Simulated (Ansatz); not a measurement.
## Ti3Al: energy along a strain

Ti3Al, P6_3/mmc, a = 5.755 Å, c = 4.654 Å. The structure is a COD entry; whether it is the stable form wasn't checked. Ansatz: PBE, PAW, 420 eV, Γ-centred 12×12×8 mesh on 8 atoms, Gaussian smearing 0.15 eV; no spin polarisation. Cell vectors (Å): 5.755 0.000 0.000; -2.878 4.984 0.000; 0.000 0.000 4.654. The cell is strained by x per cent times the pattern (0 0 1 0 0 0) in the order xx yy zz yz xz xy (engineering shears), with fractional coordinates held. y is the free energy over the start, V0 = 16.689 Å³/atom.

| x (%) | y (meV/atom) |
| --- | --- |
| -2.00 | 5.07 |
| -1.50 | 2.87 |
| -1.00 | ? |
| -0.50 | 0.34 |
| 0.00 | 0.00 |
| 0.50 | 0.25 |
| 1.00 | 1.09 |
| 1.50 | 2.49 |
| 1.75 | 3.40 |
| 2.00 | 4.44 |

Question: Fit y = c1 x + c2 x² + c3 x³ to the other rows, get the stiffness along the pattern, and predict the missing energy.

Answer: Least squares on the rows shown. y = −0.08413 x + 1.190 x² − 0.01832 x³. The clamped-ion stiffness p·C·p = 2 × 11.90 eV × 160.2 / 16.689 Å³ = 228 GPa, which is C33 in these axes; c1 is there for the stress left in the start, which by itself gives a slope of -0.08 meV/atom per %. At x = -1.00 the fit asked for gives 1.29 meV/atom. The run gave 1.29 meV/atom, the same to the digits shown.